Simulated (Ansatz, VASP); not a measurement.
Given: the input of a run of VASP 6.6.1 on GaN.

The input INCAR:

```
ALGO     = Normal         # electronic algorithm
EDIFF    = 1E-7           # SCF threshold, eV
ENCUT    = 520            # plane-wave cutoff, eV
ISIF     = 2              # what is computed and relaxed
ISMEAR   = -1             # smearing method
LASPH    = T              # aspherical terms in the spheres
LCHARG   = F              # write CHGCAR
LMIXTAU  = T            
LREAL    = F              # projectors in reciprocal space
LWAVE    = F              # write WAVECAR
METAGGA  = R2SCAN         # meta-GGA
NBANDS   = 26             # bands
NELM     = 100            # most SCF steps
PREC     = Accurate       # precision mode
SIGMA    = 0.05           # smearing width, eV
```

File KPOINTS:

```
k-points
0
Gamma
  10 10 5
```

The input POSCAR:

```
GaN
1.0
    3.1800000000      0.0000000000      0.0000000000
   -1.5900000000      2.7539607840      0.0000000000
    0.0000000000      0.0000000000      5.1660000000
Ga N
2 2
Direct
    0.6666666667      0.3333333333      0.5000000000
    0.3333333333      0.6666666667      0.0000000000
    0.6666666667      0.3333333333      0.8750000000
    0.3333333333      0.6666666667      0.3750000000
```

The input KPOINTS_OPT:

```
path GMKGALHA,LM,KH
20
line-mode
reciprocal
 0.0000000000  0.0000000000  0.0000000000  G
 0.5000000000  0.0000000000  0.0000000000  M

 0.5000000000  0.0000000000  0.0000000000  M
 0.3333333333  0.3333333333  0.0000000000  K

 0.3333333333  0.3333333333  0.0000000000  K
 0.0000000000  0.0000000000  0.0000000000  G

 0.0000000000  0.0000000000  0.0000000000  G
 0.0000000000  0.0000000000  0.5000000000  A

 0.0000000000  0.0000000000  0.5000000000  A
 0.5000000000  0.0000000000  0.5000000000  L

 0.5000000000  0.0000000000  0.5000000000  L
 0.3333333333  0.3333333333  0.5000000000  H

 0.3333333333  0.3333333333  0.5000000000  H
 0.0000000000  0.0000000000  0.5000000000  A

 0.5000000000  0.0000000000  0.5000000000  L
 0.5000000000  0.0000000000  0.0000000000  M

 0.3333333333  0.3333333333  0.0000000000  K
 0.3333333333  0.3333333333  0.5000000000  H
```

Potentials or basis: VASP PAW PBE potentials, release 64 (Ga_d, N).

Command:

```bash
$ cat potpaw_PBE.64/Ga_d/POTCAR potpaw_PBE.64/N/POTCAR > POTCAR
$ mpirun -np 1 vasp_std > vasp.out
```

Problem. Translate it to Ansatz 0.2.0. Potentials there: Ansatz PAW.

Solution. As run (the cutoff follows the program's own potentials):

File input.yaml:

```yaml
crystal:
  lattice:
    - [3.18, 0.0, 0.0]
    - [-1.59, 2.753960784, 0.0]
    - [0.0, 0.0, 5.166]
  atoms:
    - { symbol: Ga, position: [0.6666666667, 0.3333333333, 0.5] }
    - { symbol: Ga, position: [0.3333333333, 0.6666666667, 0.0] }
    - { symbol: "N", position: [0.6666666667, 0.3333333333, 0.875] }
    - { symbol: "N", position: [0.3333333333, 0.6666666667, 0.375] }
hamiltonian:
  xc: r2scan
  pseudopotentials: { kind: paw }
kpoints:
  mp_grid: { grid: [10, 10, 5] }
  band_path:
    path:
      - [[0.0, 0.0, 0.0], [0.5, 0.0, 0.0], [0.3333333333, 0.3333333333, 0.0], [0.0, 0.0, 0.0], [0.0, 0.0, 0.5], [0.5, 0.0, 0.5], [0.3333333333, 0.3333333333, 0.5], [0.0, 0.0, 0.5]]
      - [[0.5, 0.0, 0.5], [0.5, 0.0, 0.0]]
      - [[0.3333333333, 0.3333333333, 0.0], [0.3333333333, 0.3333333333, 0.5]]
    npoints: 14
scf:
  occupations: { method: fermi_dirac, width: 0.05 }
  n_extra_bands: 10
output:
  forces: true
  stress: true
  eigenvalues: true
  fatbands: false
```

Potentials or basis: Ansatz PAW.

Command:

```console
$ ansatz run input.yaml --threads 2 --pin off --max-ram 5632MiB --backend cpu --events-out ev --progress --plain --runs-dir out
```

Both were run:

|  | VASP | Ansatz | Ansatz less VASP |
| --- | --- | --- | --- |
| gap on the k mesh at the Fermi level (eV) | 2.38 | 2.38 | +0.007 |
| least direct gap on the mesh (eV) | 2.38 | 2.38 | +0.007 |
| gap along the band path (eV) | 2.38 | 2.38 | +0.007 |
| pressure (GPa) | 2.2 | 1.1 | -1.11 |
| largest component of the traceless stress (GPa) | 1.31 | 1.36 | +0.048 |
| rms of the force components (eV/Å) | 0.079 | 0.082 | +0.0027 |

Atom by atom the forces differ by 0.003 eV/Å (rms over components). With one functional, cell and mesh, what is left measures potentials, basis and numerics.

Caveats: the PAW data sets were made with another functional, which shifts forces and pressure a little (VASP); the PAW data sets come from PBE, with cores solved anew for the run's functional, which leaves a small shift of forces and pressure (Ansatz). r2SCAN opens gaps a little over a GGA but as a rule still falls short of measured ones.
